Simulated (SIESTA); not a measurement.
A run of SIESTA 5.4.2:

run.py

```python
from ase.io import read
from ase.calculators.siesta import Siesta
from ase.units import Ry, GPa

atoms = read("POSCAR")

fdf = {
    'SCFMustConverge': False,
    'OccupationFunction': 'FD',
    'ElectronicTemperature': '0.05 eV',
    'MaxSCFIterations': '120',
    'SCF.Mixer.Method': 'Pulay',
    'SCF.Mixer.Weight': '0.25',
    'SCF.Mixer.History': '8',
    'SCF.DM.Tolerance': '5.0e-05',
    'SCF.H.Tolerance': '1.0e-03 eV',
    'WriteForces': 'true',
    'Charge.Mulliken': 'end',
    'BandLinesScale': 'ReciprocalLatticeVectors',
    'BandLines': ['  1    0.000000   0.000000   0.000000  \\Gamma', ' 12    0.500000   0.000000   0.500000  X', '  6    0.500000   0.250000   0.750000  W', '  4    0.375000   0.375000   0.750000  K', ' 13    0.000000   0.000000   0.000000  \\Gamma', ' 11    0.500000   0.500000   0.500000  L', '  8    0.625000   0.250000   0.625000  U', '  4    0.500000   0.250000   0.750000  W', '  9    0.500000   0.500000   0.500000  L', '  8    0.375000   0.375000   0.750000  K', '  1    0.625000   0.250000   0.625000  U', '  4    0.500000   0.000000   0.500000  X'],
    'PAO.PolarizationScheme': ['Be.2 non-perturbative'],
    'PAO.Basis': ['Te.1 4', 'n=5 0 2', '  5.635 0.000', 'n=5 1 2', '  7.297 0.000', 'n=4 2 2', '  3.260 0.000', 'n=5 2 1', '  7.297', 'Be.2 3', 'n=1 0 2', '  2.109 0.000', 'n=2 0 2', '  9.500 0.000', 'n=2 1 1', '  9.500'],
}
calc = Siesta(
    label="BeTe",
    command="siesta < PREFIX.fdf > PREFIX.out",
    pseudo_path="pseudos",
    pseudo_qualifier="",
    xc=('GGA', 'PBE'),
    basis_set="DZP",
    mesh_cutoff=800 * Ry,
    energy_shift=0.003 * Ry,
    kpts=[8, 8, 8],
    spin="non-polarized",
    fdf_arguments=fdf,
)
atoms.calc = calc

print(f"energy = {atoms.get_potential_energy():.6f} eV")
free = atoms.get_potential_energy(force_consistent=True)
print(f"free energy = {free:.6f} eV")
print("forces (eV/A):")
print(atoms.get_forces(apply_constraint=False).round(6))
print("stress (GPa, Voigt order, tension positive):", (atoms.get_stress() / GPa).round(4))
```

Contents of POSCAR:

```
BeTe
1.0
    0.0000000000      2.7700000000      2.7700000000
    2.7700000000      0.0000000000      2.7700000000
    2.7700000000      2.7700000000      0.0000000000
Te Be
1 1
Direct
    0.7500000000      0.7500000000      0.7500000000
    0.0000000000      0.0000000000      0.0000000000
```

Potentials or basis: SPMS 1.0 (PBE files) or PseudoDojo by element, DZP (energy shift 0.003 Ry; two zetas on semicore shells).

Launch:

```bash
$ python run.py
```

Hardware: 1 thread of Intel(R) Xeon(R) Platinum 8488C (Sapphire Rapids) (shared host).

How long does it take, and how much memory?

It took 42 s on 1 thread of Intel(R) Xeon(R) Platinum 8488C (Sapphire Rapids) (shared host), peak memory 0.35 GiB. Counts: scf iterations 10, k points 296, bands 30.
